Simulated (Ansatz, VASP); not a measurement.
## GaN: VASP beside Ansatz

Contents of INCAR:

```
SYSTEM = GaN
ALGO = Normal
EDIFF = 1E-7
ENCUT = 520
GGA = PE
ISIF = 2
ISMEAR = -1
LASPH = .True.
LCHARG = .False.
LREAL = .False.
LWAVE = .False.
NBANDS = 26
NELM = 100
PREC = Accurate
SIGMA = 0.02
```

KPOINTS

```
k-points
0
Gamma
  12 12 6
  0 0 0
```

Contents of POSCAR:

```
GaN
1.0
    3.2594442404      0.0000000000      0.0000000000
   -1.6297221202      2.8227615144      0.0000000000
    0.0000000000      0.0000000000      4.8643928554
Ga N
2 2
Direct
    0.3333333333      0.6666666667      0.2500000000
    0.6666666667      0.3333333333      0.7500000000
    0.6666666667      0.3333333333      0.2500000000
    0.3333333333      0.6666666667      0.7500000000
```

Input for Ansatz:

```yaml
crystal:
  lattice:
    - [3.2594442404, 0.0, 0.0]
    - [-1.6297221202, 2.8227615144, 0.0]
    - [0.0, 0.0, 4.8643928554]
  atoms:
    - { symbol: Ga, position: [0.3333333333, 0.6666666667, 0.25] }
    - { symbol: Ga, position: [0.6666666667, 0.3333333333, 0.75] }
    - { symbol: "N", position: [0.6666666667, 0.3333333333, 0.25] }
    - { symbol: "N", position: [0.3333333333, 0.6666666667, 0.75] }
kpoints:
  mp_grid: { grid: [12, 12, 6] }
  band_path:
    path:
      - [0.0, 0.0, 0.0]
      - [0.5, 0.0, 0.0]
      - [0.3333333333, 0.3333333333, 0.0]
      - [0.0, 0.0, 0.5]
      - [0.5, 0.0, 0.5]
      - [0.3333333333, 0.3333333333, 0.5]
    npoints: 1
hamiltonian:
  xc: pbe
scf:
  occupations: { method: fermi_dirac, width: 0.02 }
  n_extra_bands: 5
output:
  forces: true
  stress: true
  eigenvalues: true
```

Change from the starting cell: epitaxial_xy strain -1.2%.

Alike in both runs: task single point; functional PBE; k mesh 12 × 12 × 6; occupations fermi-dirac, width 0.02 eV; no spin polarisation.

|  | VASP | Ansatz |
| --- | --- | --- |
| version | VASP 6.6.1 | Ansatz 0.2.0 |
| potentials or method | VASP PAW PBE potentials, release 64 (Ga_d, N) | plane waves, PAW |
| plane-wave cutoff (eV) | 520 | 420 |
| valence electrons in the cell | 36 | 36 |

Ansatz gave:

- gap on the k mesh at the Fermi level (eV): 1.57
- pressure (GPa): 9.8
- largest component of the traceless stress (GPa): 5.25

Q: Which values does VASP return?

A: gap on the k mesh at the Fermi level (eV): 1.58; pressure (GPa): 9.7; largest component of the traceless stress (GPa): 5.02.
